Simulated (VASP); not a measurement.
Here is a VASP 6.6.1 calculation.

Contents of INCAR:

```
  PREC = Accurate
  ENCUT = 520
  EDIFF = 1E-7
  ISMEAR = -1
  SIGMA = 0.05
  LREAL = F
  LASPH = T
  NELM = 60
  ALGO = Normal
  ISIF = 2
  LWAVE = F
  LCHARG = F
  GGA = PE
  NBANDS = 16
```

Contents of KPOINTS:

```
regular mesh
0
Gamma
  8 8 8
```

File POSCAR:

```
GaP
1.0
    0.0000000000      2.7252500000      2.7252500000
    2.7252500000      0.0000000000      2.7252500000
    2.7252500000      2.7252500000      0.0000000000
Ga P
1 1
Direct
    0.0000000000      0.0000000000      0.0000000000
    0.7500000000      0.7500000000      0.7500000000
```

Potentials or basis: VASP PAW PBE potentials, release 64 (Ga_d, P).

Launch:

```sh
$ cat potpaw_PBE.64/Ga_d/POTCAR potpaw_PBE.64/P/POTCAR > POTCAR
$ mpirun -np 1 vasp_std > vasp.out
```

(1) Estimate the pressure.

(2) Predict the band gap on the k mesh.

Answers

(1) 2.5 GPa.

(2) 1.64 eV, indirect (least direct gap 1.83 eV).

**The experiment to reproduce.**

From “Stacking defects in GaP nanowires: Electronic structure and optical properties”, 2018, arxiv:1810.01194, for a bulk crystal of GaP at 10 K: band gap 2.34 eV (indirect).

A measured gap of GaP is 2.34 eV (indirect; 10 K; quoted in “Stacking defects in GaP nanowires: Electronic structure and optical properties”, 2018, arxiv:1810.01194); the calculated 1.64 eV misses it by -0.70 eV. Spin-orbit coupling on Ga is left out. The value is that of PBE on a finite k mesh, which can miss the band edges, without temperature or zero-point motion. Semilocal functionals fall short of measured gaps as a rule.
